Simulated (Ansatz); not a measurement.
# BaTiO3 (P4mm) in Ansatz: a series of runs

The runs below take BaTiO3 through band structure, with PBE+U.

All numbers are computed with Ansatz 0.2.0; they aren't measurements. Logs are shortened: lines on timing, memory, paths and dates and some standing lists are left out, and cuts for length are marked.

### Step 1. The structure

It takes space group P4mm (No. 99, tetragonal). Conventional cell: a = 4.000 Å, b = 4.000 Å, c = 4.018 Å, α = 90.00°, β = 90.00°, γ = 90.00°. Around Ba (site symmetry 4mm) lie 12 O at 2.79 to 2.88 Å. Ti (site symmetry 4mm) has 6 O at 1.89 to 2.13 Å as nearest neighbours. O (site symmetry 2mm) has 2 Ti at 2.00 Å as nearest neighbours. O (site symmetry 4mm) is surrounded by 2 Ti at 1.89 to 2.13 Å.

### Step 2. Band structure, PBE+U

Input file input.yaml:

```yaml
crystal:
  lattice:
    - [3.9998, 0.0, 0.0]
    - [0.0, 3.9998, 0.0]
    - [0.0, 0.0, 4.018]
  atoms:
    - { symbol: Ba, position: [0.0, 0.0, 0.0] }
    - { symbol: Ti, position: [0.5, 0.5, 0.49] }
    - { symbol: O, position: [0.0, 0.5, 0.517] }
    - { symbol: O, position: [0.5, 0.0, 0.517] }
    - { symbol: O, position: [0.5, 0.5, 0.019] }
hamiltonian:
  xc: pbe
  pseudopotentials: { kind: paw }
  hubbard: { sites: [{ species: Ti, l: d, u_eff: 5.0 }] }
kpoints:
  mp_grid: { grid: [7, 7, 7] }
  band_path:
    path:
      - [[0.0, 0.0, 0.0], [0.0, 0.5, 0.0], [0.5, 0.5, 0.0], [0.0, 0.0, 0.0], [0.0, 0.0, 0.5], [0.0, 0.5, 0.5], [0.5, 0.5, 0.5], [0.0, 0.0, 0.5]]
      - [[0.0, 0.5, 0.0], [0.0, 0.5, 0.5]]
      - [[0.5, 0.5, 0.0], [0.5, 0.5, 0.5]]
    npoints: 14
scf:
  occupations: { method: fermi_dirac, width: 0.05 }
  n_extra_bands: 12
output:
  forces: true
  stress: true
  eigenvalues: true
  fatbands: false
```

Potentials or basis: Ansatz PAW.

Started as:

```sh
$ ansatz run input.yaml --threads 2 --pin off --max-ram 5632MiB --backend cpu --events-out ev --progress --plain --runs-dir out
```

Standard output:

```text
Warning: RAYON_NUM_THREADS=2 ignored (pool sized by the plan → 2); use --threads N
Ba: projections on atomic orbitals take those of the free atom [Kr 4d10] 5s2 5p6 6s2, of charge +0.00 (hamiltonian.pseudopotentials.projection_atoms); the dataset's partial waves leave at most 9.7e-6 of an orbital's norm unspanned inside its sphere
Ti: projections on atomic orbitals take those of the free atom [Ne] 3s2 3p6 3d2 4s2, of charge +0.00 (hamiltonian.pseudopotentials.projection_atoms); the dataset's partial waves leave at most 4.1e-7 of an orbital's norm unspanned inside its sphere
O: projections on atomic orbitals take those of the free atom [He] 2s2 2p4, of charge +0.00 (hamiltonian.pseudopotentials.projection_atoms); the dataset's partial waves leave at most 1.9e-8 of an orbital's norm unspanned inside its sphere
scf.n_extra_bands = 12 over 20 filled bands (N_el = 40.0): the run solves 32 bands
Engine: ansatz 0.2.0, aarch64-unknown-linux-gnu
Pseudopotentials: kind: paw
Pseudopotential: Ba, paw, valence charge 10, recommended cutoff 420 eV (normal), Ba.paw.azcp
Pseudopotential: Ti, paw, valence charge 12, recommended cutoff 420 eV (normal), Ti.paw.azcp
Pseudopotential: O, paw, valence charge 6, recommended cutoff 420 eV (normal), O.paw.azcp
Functional definition: PBE
  parameter kappa = 0.804
  parameter beta = 0.06672455060314922
  exchange = pbe_x(kappa = kappa, mu = beta*pi^2/3)
  correlation = pbe_c(beta = beta)
Crystal: 5 atoms, lattice volume = 64.282 Å³
Basis set: ecut = 420 eV, 1237 PW (Γ), exchange–correlation on 54×54×54 points (8 copies of the dense FFT grid, shifted against one another)
Bands: 32, of which v1, the nominal top of the filled ones, is band 20 counted from 1 (19 counted from 0)
Symmetry: 8 space group operations
Space group: P4mm (ITA 99), of the structure as read, at distance tolerance 4.0e-5 Å
k-points: 40 of 343 (time reversal used)
Non-local potential: Ba, projectors of the file, l = 0: 3, l = 1: 2, l = 2: 2, l = 3: 2
Non-local potential: Ti, projectors of the file, l = 0: 3, l = 1: 2, l = 2: 3, l = 3: 1
Non-local potential: O, projectors of the file, l = 0: 2, l = 1: 2, l = 2: 1
PAW form: soft (Blöchl's): semilocal exchange-correlation on the pseudo side does not see the compensation charge
PAW one-centre angular grid: Ba, 194 points (default); XC on 64 Gauss nodes
PAW one-centre angular grid: Ti, 590 points (default); XC on 64 Gauss nodes
PAW one-centre angular grid: O, 110 points (default); XC on 64 Gauss nodes
Initial density: superposition of atomic densities (chi_scale 0.1, normalization cell, long waves kept (reshape's long-wave potential 0.00 eV rms))
Initial wavefunctions: pseudopotential atomic-orbital guess
Functional: x = pbe(κ = 0.804, μ = 0.2195149727645171), c = pbe(β = 0.06672455060314922)
SCF iter   1: F=—  HF=-10156.139308 eV  |F-HF|=—  |Δ(HF+E_count)|=         —  Δρ=6.40e-2  dr2=3.96e0  ethr=3.10e-3  ⟨swp⟩=7.9  Hψ=7493  notcnv=0  defer=18
preconditioner: auto → Resta (q_TF=auto, 2.521 Å⁻¹)  ε∞=4.4  [insulator: Δε(μ)=3.835 eV  Ē_g=13.832 eV  σ=0.050 eV  W_gap=1.00  n_scr=18 (ndim 8)  ℏωp=25.4 eV  f_vac=0.000  D(μ)=0.00/eV (n_scr^D=0)  ε∞_Penn≈4.4]
SCF iter   2: F=—  HF=-10155.342825 eV  |F-HF|=—  |Δ(HF+E_count)|=   7.96e-1  Δρ=3.42e-2  dr2=6.51e-1  ethr=3.10e-3  ⟨swp⟩=3.1  Hψ=2796  notcnv=0  defer=258
SCF iter   3: F=—  HF=-10155.269888 eV  |F-HF|=—  |Δ(HF+E_count)|=   7.29e-2  Δρ=1.48e-2  dr2=1.75e-1  ethr=1.63e-3  ⟨swp⟩=2.4  Hψ=1672  notcnv=0  defer=258
SCF iter   4: F=—  HF=-10155.268476 eV  |F-HF|=—  |Δ(HF+E_count)|=   1.41e-3  Δρ=7.29e-3  dr2=2.87e-2  ethr=4.37e-4  ⟨swp⟩=2.6  Hψ=1769  notcnv=0  defer=258
SCF iter   5: F=—  HF=-10155.270139 eV  |F-HF|=—  |Δ(HF+E_count)|=   1.66e-3  Δρ=1.70e-3  dr2=1.82e-3  ethr=7.18e-5  ⟨swp⟩=2.6  Hψ=2350  notcnv=0  defer=260
SCF iter   6: F=—  HF=-10155.270684 eV  |F-HF|=—  |Δ(HF+E_count)|=   5.45e-4  Δρ=6.07e-4  dr2=2.09e-4  ethr=4.55e-6  ⟨swp⟩=2.6  Hψ=1910  notcnv=0  defer=260
SCF iter   7: F=—  HF=-10155.270709 eV  |F-HF|=—  |Δ(HF+E_count)|=   2.52e-5  Δρ=2.85e-4  dr2=5.12e-5  ethr=5.22e-7  ⟨swp⟩=2.0  Hψ=1617  notcnv=0  defer=260
SCF iter   8: F=—  HF=-10155.270708 eV  |F-HF|=—  |Δ(HF+E_count)|=   9.06e-7  Δρ=5.46e-5  dr2=1.45e-6  ethr=1.28e-7  ⟨swp⟩=2.1  Hψ=1634  notcnv=0  defer=260
SCF iter   9: F=—  HF=-10155.270709 eV  |F-HF|=—  |Δ(HF+E_count)|=   1.53e-6  Δρ=1.57e-5  dr2=2.31e-7  ethr=3.63e-9  ⟨swp⟩=2.1  Hψ=1789  notcnv=0  defer=260
SCF iter  10: F=-10155.270709 eV  HF=-10155.270709 eV  |F-HF|=3.92e-9  |Δ(HF+E_count)|=   5.60e-8  Δρ=2.30e-6  dr2=4.08e-9  ethr=2.50e-10  ⟨swp⟩=12.8  Hψ=7552  notcnv=0
SCF 1 converged in 10 iterations: F = -10155.270709 eV  dr2 = 4.08e-9
NSCF: frozen V_eff on 129 k-points
SCF converged after 10 iterations
Free energy (F): -10155.270709 eV
Harris-Foulkes:  -10155.270709 eV  (|F-HF|=3.92e-9)
Internal energy: -10155.270709 eV  (E = F + TS)
E sigma→0 (E₀):  -10155.270709 eV
Fermi energy:    11.755048 eV
--- Per-component energies (eV) ---
  E_band       = -144.419389
  E_kinetic    = 970.225687
  E_local      = -2093.653697  (includes V_loc(G=0)·N_el)
  E_nonlocal   = 201.717311
  E_hartree    = 814.320593
  E_xc         = -492.006480
  E_vxc        = -546.825800  (∫ρ·V_xc dr)
  E_hubbard    = 4.125310  (on-site DFT+U / exact-exchange correction)
  E_vhub       = 2.888208  (the Hubbard potential's part of the band-sum identity)
  E_paw        = -6743.628960  (= ΣΔE_a)
  E_vpaw       = -307.418425  (= ΣTr[D̂ρ^β])
  E_aug_tail   = 0.007464  (compensation charges beyond the density's cutoff)
  E_ewald      = -2816.377938
  E_smearing   = -0.000000  (= −TS)
  E_closure    = 0.000000  (closes the sum)
  Σ components = -10155.270709   (vs F -10155.270709, Δ=0.00e0)
--- Forces (eV/Å), atoms counted from 1 ---
  atom   1  Ba     0.00000000     0.00000000     0.02468826
  atom   2  Ti     0.00000000     0.00000000     0.16940942
  atom   3  O     -0.00000000    -0.00000000    -0.12321746
  atom   4  O     -0.00000000     0.00000000    -0.12321746
  atom   5  O      0.00000000     0.00000000     0.05232346
  max |Σ_I F_I| component: 1.38e-5 eV/Å
--- Stress (GPa, compression-positive) ---
        3.771691       0.000000       0.000000
        0.000000       3.771691       0.000000
        0.000000       0.000000       4.700678
  P = ⅓ Tr σ = 4.0814 GPa (40.814 kbar)
--- Band table (eV; the first three rows and the last of 40) ---
  k-point 0: bands = ["-47.4108", "-23.5926", "-23.5665", "-23.5665", "-14.2250", "-6.4292", "-5.6465", "-5.5841", "0.5737", "0.5737", "0.5756", "8.0475", "8.0661", "8.0661", "9.2789", "9.2789", "9.3479", "10.1996", "10.2447", "10.2447", "12.9710", "13.1002", "13.1002", "14.2215", "14.3069", "15.5800", "15.6548", "17.7728", "18.9475", "18.9475", "18.9633", "21.5513"]
  k-point 1: bands = ["-47.4107", "-23.6001", "-23.5662", "-23.5662", "-14.2034", "-6.4318", "-5.6552", "-5.5791", "0.6078", "0.6078", "0.6581", "7.7096", "8.0134", "8.0134", "9.1175", "9.1175", "9.1844", "9.7766", "10.1485", "10.1485", "12.9909", "13.3729", "13.3729", "14.2292", "14.7985", "15.9327", "16.0215", "18.2626", "18.9152", "19.1757", "19.1757", "21.5387"]
  k-point 2: bands = ["-47.4101", "-23.6172", "-23.5654", "-23.5654", "-14.1540", "-6.4888", "-5.6142", "-5.5678", "0.6869", "0.6869", "0.8411", "6.9988", "7.8447", "7.8447", "8.8587", "8.8711", "8.8711", "9.0765", "9.9457", "9.9457", "13.0365", "13.9305", "13.9305", "14.2422", "15.6330", "16.7494", "16.9470", "18.8053", "19.5258", "19.6874", "19.6874", "21.4228"]
  k-point 39: bands = ["-47.4088", "-23.6265", "-23.6022", "-23.6021", "-13.9658", "-5.6488", "-5.5463", "-5.5093", "-0.0243", "-0.0135", "0.0907", "5.9273", "6.7412", "6.7734", "8.1224", "8.2888", "8.3156", "10.3039", "10.3333", "10.4293", "14.8061", "14.8097", "14.8375", "17.1329", "17.3772", "17.5126", "17.8104", "18.0261", "20.3519", "20.3730", "21.1542", "21.4377"]
Occupation matrices written to <dir>
```

Wall time 20 s (2 threads of Arm Neoverse V1, shared host); peak memory 0.49 GiB.

What came out:

- Free energy: -10155.2707 eV
- Pressure: 4.1 GPa
- Largest force: 0.169 eV/Å
- Band gap on the k mesh: 2.54 eV, indirect (least direct gap 2.73 eV)
- Band gap along the path: 2.44 eV, indirect (least direct gap 2.73 eV)

Forces in eV/Å, atoms in the order of the input:
```
Ba   0.000  0.000  0.025
Ti   0.000  0.000  0.169
O    0.000  0.000 -0.123
O    0.000  0.000 -0.123
O    0.000  0.000  0.052
```

Stress tensor (GPa, compression positive):
```
3.77 0.00 0.00
0.00 3.77 0.00
0.00 0.00 4.70
```

Levels at the corners of the path, in eV from the valence-band top:
```csv
point,band 16,band 17,band 18,band 19,band 20,band 21,band 22,band 23,band 24,band 25
Γ,-1.25,-1.18,-0.33,-0.28,-0.28,2.44,2.57,2.57,3.70,3.78
X,-1.93,-1.65,-1.61,-0.96,-0.90,2.67,3.78,3.85,3.85,5.59
M,-2.49,-1.94,-0.96,-0.96,-0.05,3.86,3.86,4.16,4.46,7.36
Γ,-1.25,-1.18,-0.33,-0.28,-0.28,2.44,2.57,2.57,3.70,3.78
Z,-1.93,-1.77,-1.77,-0.76,-0.76,2.55,3.73,3.88,3.88,5.71
R,-2.44,-1.90,-0.90,-0.88,-0.13,3.87,3.89,4.12,4.57,7.33
A,-2.22,-2.19,-0.09,-0.09,0.00,4.36,4.36,4.39,6.49,6.67
Z,-1.93,-1.77,-1.77,-0.76,-0.76,2.55,3.73,3.88,3.88,5.71
X,-1.93,-1.65,-1.61,-0.96,-0.90,2.67,3.78,3.85,3.85,5.59
R,-2.44,-1.90,-0.90,-0.88,-0.13,3.87,3.89,4.12,4.57,7.33
M,-2.49,-1.94,-0.96,-0.96,-0.05,3.86,3.86,4.16,4.46,7.36
A,-2.22,-2.19,-0.09,-0.09,0.00,4.36,4.36,4.39,6.49,6.67
```

Eigenvalues of the final occupation matrices:
```tsv
site	spin	trace	eigenvalues
site 1	1	1.07	0.16 0.17 0.17 0.29 0.29
```

Caveat: the k mesh misses the band edges, so the gap on the mesh is wider than the one along the path; the pressure holds a Pulay correction of +0.5 GPa for the finite cutoff; spin-orbit coupling is left out, which moves the levels of the heavy elements.

### Step 3. Band structure, PBE+U

Changes to input.yaml since step 2:

```diff
@@ -14,3 +14,3 @@
   pseudopotentials: { kind: paw }
-  hubbard: { sites: [{ species: Ti, l: d, u_eff: 5.0 }] }
+  hubbard: { sites: [{ species: Ti, l: d, u_eff: 6.0 }] }
 kpoints:
```

Potentials or basis: Ansatz PAW.

Started as:

```sh
$ ansatz run input.yaml --threads 2 --pin off --max-ram 5632MiB --backend cpu --events-out ev --progress --plain --runs-dir out
```

Standard output:

```text
Warning: RAYON_NUM_THREADS=2 ignored (pool sized by the plan → 2); use --threads N
Ba: projections on atomic orbitals take those of the free atom [Kr 4d10] 5s2 5p6 6s2, of charge +0.00 (hamiltonian.pseudopotentials.projection_atoms); the dataset's partial waves leave at most 9.7e-6 of an orbital's norm unspanned inside its sphere
Ti: projections on atomic orbitals take those of the free atom [Ne] 3s2 3p6 3d2 4s2, of charge +0.00 (hamiltonian.pseudopotentials.projection_atoms); the dataset's partial waves leave at most 4.1e-7 of an orbital's norm unspanned inside its sphere
O: projections on atomic orbitals take those of the free atom [He] 2s2 2p4, of charge +0.00 (hamiltonian.pseudopotentials.projection_atoms); the dataset's partial waves leave at most 1.9e-8 of an orbital's norm unspanned inside its sphere
scf.n_extra_bands = 12 over 20 filled bands (N_el = 40.0): the run solves 32 bands
[... 10 set-up lines as earlier in the session ...]
Crystal: 5 atoms, lattice volume = 64.282 Å³
Basis set: ecut = 420 eV, 1237 PW (Γ), exchange–correlation on 54×54×54 points (8 copies of the dense FFT grid, shifted against one another)
Bands: 32, of which v1, the nominal top of the filled ones, is band 20 counted from 1 (19 counted from 0)
[... 2 set-up lines as earlier in the session ...]
k-points: 40 of 343 (time reversal used)
[... 8 set-up lines as earlier in the session ...]
[... 13 lines left out ...]
SCF 1 converged in 10 iterations: F = -10154.453748 eV  dr2 = 2.40e-9
NSCF: frozen V_eff on 129 k-points
SCF converged after 10 iterations
Free energy (F): -10154.453748 eV
Harris-Foulkes:  -10154.453748 eV  (|F-HF|=2.20e-9)
Internal energy: -10154.453748 eV  (E = F + TS)
E sigma→0 (E₀):  -10154.453748 eV
Fermi energy:    11.877378 eV
--- Per-component energies (eV) ---
  E_band       = -145.107382
  E_kinetic    = 970.253318
  E_local      = -2091.900704  (includes V_loc(G=0)·N_el)
  E_nonlocal   = 201.339504
  E_hartree    = 812.914000
  E_xc         = -492.103707
  E_vxc        = -546.948461  (∫ρ·V_xc dr)
  E_hubbard    = 4.852338  (on-site DFT+U / exact-exchange correction)
  E_vhub       = 3.414070  (the Hubbard potential's part of the band-sum identity)
  E_paw        = -6743.438033  (= ΣΔE_a)
  E_vpaw       = -307.099505  (= ΣTr[D̂ρ^β])
  E_aug_tail   = 0.007475  (compensation charges beyond the density's cutoff)
  E_ewald      = -2816.377938
  E_smearing   = -0.000000  (= −TS)
  E_closure    = 0.000000  (closes the sum)
  Σ components = -10154.453748   (vs F -10154.453748, Δ=0.00e0)
--- Forces (eV/Å), atoms counted from 1 ---
  atom   1  Ba     0.00000000     0.00000000     0.02088114
  atom   2  Ti     0.00000000     0.00000000     0.24300526
  atom   3  O     -0.00000000    -0.00000000    -0.12747394
  atom   4  O     -0.00000000     0.00000000    -0.12747394
  atom   5  O      0.00000000     0.00000000    -0.00895324
  max |Σ_I F_I| component: 1.47e-5 eV/Å
--- Stress (GPa, compression-positive) ---
        4.171123       0.000000       0.000000
        0.000000       4.171123       0.000000
        0.000000       0.000000       5.115174
  P = ⅓ Tr σ = 4.4858 GPa (44.858 kbar)
--- Band table (eV; the first three rows and the last of 40) ---
  k-point 0: bands = ["-47.6658", "-23.8331", "-23.8079", "-23.8079", "-14.1919", "-6.4006", "-5.5897", "-5.5267", "0.6048", "0.6048", "0.6066", "8.0557", "8.0754", "8.0754", "9.3246", "9.3246", "9.3891", "10.2333", "10.2847", "10.2847", "13.1742", "13.2865", "13.2865", "14.1821", "14.2659", "15.6199", "15.6955", "17.7905", "18.9544", "18.9544", "18.9710", "21.5816"]
  k-point 1: bands = ["-47.6657", "-23.8403", "-23.8076", "-23.8076", "-14.1703", "-6.4031", "-5.6015", "-5.5219", "0.6399", "0.6399", "0.6894", "7.7174", "8.0235", "8.0235", "9.1716", "9.1716", "9.2250", "9.8116", "10.1878", "10.1878", "13.1934", "13.5458", "13.5458", "14.1925", "14.7578", "15.9710", "16.0617", "18.2812", "18.9262", "19.1862", "19.1862", "21.5668"]
  k-point 2: bands = ["-47.6651", "-23.8567", "-23.8068", "-23.8068", "-14.1209", "-6.4564", "-5.5714", "-5.5110", "0.7212", "0.7212", "0.8732", "7.0100", "7.8569", "7.8569", "8.8980", "8.9397", "8.9397", "9.1127", "9.9806", "9.9806", "13.2374", "14.0796", "14.0796", "14.2093", "15.5940", "16.7861", "16.9840", "18.8235", "19.5459", "19.7071", "19.7071", "21.4505"]
  k-point 39: bands = ["-47.6639", "-23.8656", "-23.8421", "-23.8420", "-13.9317", "-5.6184", "-5.5153", "-5.4777", "0.0177", "0.0285", "0.1315", "5.9173", "6.7689", "6.8027", "8.2072", "8.3722", "8.4003", "10.3495", "10.3790", "10.4754", "14.9078", "14.9132", "14.9455", "17.1401", "17.3895", "17.5294", "17.7890", "18.0085", "20.3865", "20.4075", "21.1883", "21.4675"]
Occupation matrices written to <dir>
```

occupation_matrices:

```text
# The occupation matrices of the corrected shells as a run of Ansatz 0.0.0 ended. An entry of
# hamiltonian.hubbard.sites starts from them by `starting_ns: <path of this file>`, where that key's refused
# combinations let it.
# Free energy -10154.453748 eV.
# projection_atom_Ba: [Kr 4d10] 5s2 5p6 6s2
# projection_atom_Ti: [Ne] 3s2 3p6 3d2 4s2
# projection_atom_O: [He] 2s2 2p4
format: ansatz-occupation-matrices/1
state: converged
spin: unpolarized
projectors: all-electron-ortho-atomic
projection_frame: null
lattice: # Å
  - [3.9998, 0.0, 0.0]
  - [0.0, 3.9998, 0.0]
  - [0.0, 0.0, 4.018]
atoms: # fractions of the lattice vectors
  - {symbol: Ba, position: [0.0, 0.0, 0.0]}
  - {symbol: Ti, position: [0.5, 0.5, 0.49]}
  - {symbol: O, position: [0.0, 0.5, 0.517]}
  - {symbol: O, position: [0.5, 0.0, 0.517]}
  - {symbol: O, position: [0.5, 0.5, 0.019]}
sites: # a site counts the atoms from 0
  - {site: 1, l: d, shell: 3, starting_ns: [{spin: up, occupation_matrix: site1_d}]} # 2.097 electrons, filled orbitals 0
occupation_matrices: # on the real harmonics m = 0, +1, -1, ... of the Cartesian axes; of spinors up first
  site1_d:
    matrix:
      - [0.28845854461701426, 7.643625316022806e-18, -1.6263032587282567e-19, -3.642919299551295e-17, -4.336808689942018e-19]
      - [7.643625316022806e-18, 0.16067766171721834, 5.421010862427522e-20, 1.235990476633475e-17, 1.0842021724855044e-19]
      - [-1.0842021724855044e-19, 5.421010862427522e-20, 0.16067766171721834, -4.336808689942018e-19, 9.18861341181465e-18]
      - [-3.642919299551295e-17, 1.2576745200831851e-17, -4.336808689942018e-19, 0.2851697504609854, -2.710505431213761e-20]
      - [-4.336808689942018e-19, 0.0, 8.971772977317549e-18, -2.710505431213761e-20, 0.1534513711357173]
```

Run time: 20 s. Hardware: 2 threads of Arm Neoverse V1, shared host; peak memory 0.49 GiB.

What came out:

* Free energy: -10154.4537 eV
* Pressure: 4.5 GPa
* Largest force: 0.243 eV/Å
* Band gap on the k mesh: 2.70 eV, indirect (least direct gap 2.89 eV)
* Band gap along the path: 2.60 eV, indirect (least direct gap 2.89 eV)

Forces in eV/Å, atoms in the order of the input:
```
Ba   0.000  0.000  0.021
Ti   0.000  0.000  0.243
O    0.000  0.000 -0.127
O    0.000  0.000 -0.127
O    0.000  0.000 -0.009
```

Stress tensor (GPa, compression positive):
```
4.17 0.00 0.00
0.00 4.17 0.00
0.00 0.00 5.12
```

Levels at the corners of the path, in eV from the valence-band top:
| point | band 18 | band 19 | band 20 | band 21 | band 22 | band 23 |
| --- | --- | --- | --- | --- | --- | --- |
| Γ | -0.34 | -0.29 | -0.29 | 2.60 | 2.71 | 2.71 |
| X | -1.58 | -0.97 | -0.92 | 2.81 | 3.71 | 3.94 |
| M | -0.97 | -0.97 | -0.05 | 3.95 | 3.95 | 4.22 |
| Γ | -0.34 | -0.29 | -0.29 | 2.60 | 2.71 | 2.71 |
| Z | -1.74 | -0.78 | -0.78 | 2.71 | 3.65 | 3.96 |
| R | -0.91 | -0.89 | -0.13 | 3.96 | 3.97 | 4.18 |
| A | -0.09 | -0.09 | 0.00 | 4.41 | 4.41 | 4.44 |
| Z | -1.74 | -0.78 | -0.78 | 2.71 | 3.65 | 3.96 |
| X | -1.58 | -0.97 | -0.92 | 2.81 | 3.71 | 3.94 |
| R | -0.91 | -0.89 | -0.13 | 3.96 | 3.97 | 4.18 |
| M | -0.97 | -0.97 | -0.05 | 3.95 | 3.95 | 4.22 |
| A | -0.09 | -0.09 | 0.00 | 4.41 | 4.41 | 4.44 |

Eigenvalues of the final occupation matrices:
| site | spin | trace | eigenvalues |
| --- | --- | --- | --- |
| site 1 | 1 | 1.05 | 0.15 0.16 0.16 0.29 0.29 |

Caveat: the k mesh misses the band edges, so the gap on the mesh is wider than the one along the path; the pressure holds a Pulay correction of +0.5 GPa for the finite cutoff; spin-orbit coupling is left out, which moves the levels of the heavy elements.

[end of part 1 of 2]
